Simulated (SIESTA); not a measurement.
Crystal: BaTiO3.

```
CELL_PARAMETERS angstrom
2.82737 1.63238 2.31839
-2.82737 1.63238 2.31839
0.00000 -3.26476 2.31839
ATOMIC_POSITIONS crystal
Ba 0.00000 0.00000 0.00000
Ti 0.48450 0.48450 0.48450
O 0.50860 0.01750 0.50860
O 0.01750 0.50860 0.50860
O 0.50860 0.50860 0.01750
```

Base run:

| Property | Result |
| --- | --- |
| Program | SIESTA 5.4.2 |
| Functional | vdW-DF-cx |
| Potentials or basis | PseudoDojo 0.4 standard (PBE files) |
| Basis | DZP (energy shift 0.003 Ry; two zetas on semicore shells; d shell added on Ba) |
| Grid cutoff | 800 Ry |
| Energy shift | 0.003 Ry |
| k mesh | 7 × 7 × 7 |
| Occupations | fermi-dirac, width 0.05 eV |
| Spin | no spin polarisation |

Its results: band gap on the k mesh 2.40 eV, indirect (least direct gap 2.73 eV); pressure 2.3 GPa; largest force 0.284 eV/Å.

Q: The run is repeated on the same cell with these changes: functional from vdW-DF-cx to BLYP. What comes out?

A: Band gap on the k mesh 2.44 eV, indirect (least direct gap 2.76 eV); pressure 13.4 GPa; largest force 0.405 eV/Å.

Caveats: this set's barium file shifts pressures by up to 1 GPa against other sets; the potentials were made for another functional, which shifts forces and pressure; spin-orbit coupling is left out, which moves the levels of the heavy elements; the basis of atomic orbitals isn't converged, which shifts pressures, moduli and gaps.

A k mesh can miss the band edges.
